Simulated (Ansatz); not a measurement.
# Pressure coefficients of CsBr

```cif
data_structure
_symmetry_space_group_name_H-M 'P 1'
_symmetry_Int_Tables_number 1
_cell_length_a 4.2860
_cell_length_b 4.2860
_cell_length_c 4.2860
_cell_angle_alpha 90.000
_cell_angle_beta 90.000
_cell_angle_gamma 90.000
_cell_volume 78.73
loop_
_atom_site_label
_atom_site_type_symbol
_atom_site_fract_x
_atom_site_fract_y
_atom_site_fract_z
_atom_site_occupancy
Cs1 Cs 0.00000 0.00000 0.00000 1
Br1 Br 0.50000 0.50000 0.50000 1
```

The runs use the primitive cell with vectors (4.286, 0.000, 0.000), (0.000, 4.286, 0.000), (0.000, 0.000, 4.286) Å, to which the k mesh refers.

The cell is COD entry 9008788, as deposited and not checked against the literature; nothing was relaxed. It is an old determination, and later ones may differ.

No spin–orbit coupling, which matters for the heavy atoms here.

Level of theory: DFT, PBE, all-electron LAPW, scalar-relativistic (Ansatz 0.2.0).

The runs use a Γ-centred 6×6×6 k mesh, Fermi–Dirac smearing of 0.03 eV, basis error target 0.25 meV/atom, no spin polarisation.

The cell is scaled evenly with fractional coordinates held. Semilocal gaps are too small, but their slopes carry over better.

```tsv
V/V(cell)	P (GPa)	gap on the k mesh (eV)
0.9750	1.52	4.625
1.0000	1.05	4.529
1.0250	0.65	4.433
1.0500	0.30	4.340
```

Q: From the rows at 0.9750 and 1.0250, what is the bulk modulus at the cell's volume?

A: B = −ΔP/Δln V = −[(0.65) − (1.52)]/0.05001 = 17.4 GPa. This is the modulus at 1.05 GPa, not at zero pressure.

Q: What are the gap's volume deformation potential and pressure coefficient?

A: dEg/dln V = (4.433 − 4.625)/0.05001 = -3.84 eV, and dEg/dP = −(dEg/dln V)/B = 221 meV/GPa: pressure widens the gap.

Q: Predict the row at V/V(cell) = 0.9500. How far is a linear estimate of P off?

A: P = 2.06 GPa, gap 4.728 eV. The linear estimate P(cell) − B ln(V/V(cell)) = 1.94 GPa misses by 0.12 GPa, since the modulus grows under compression.
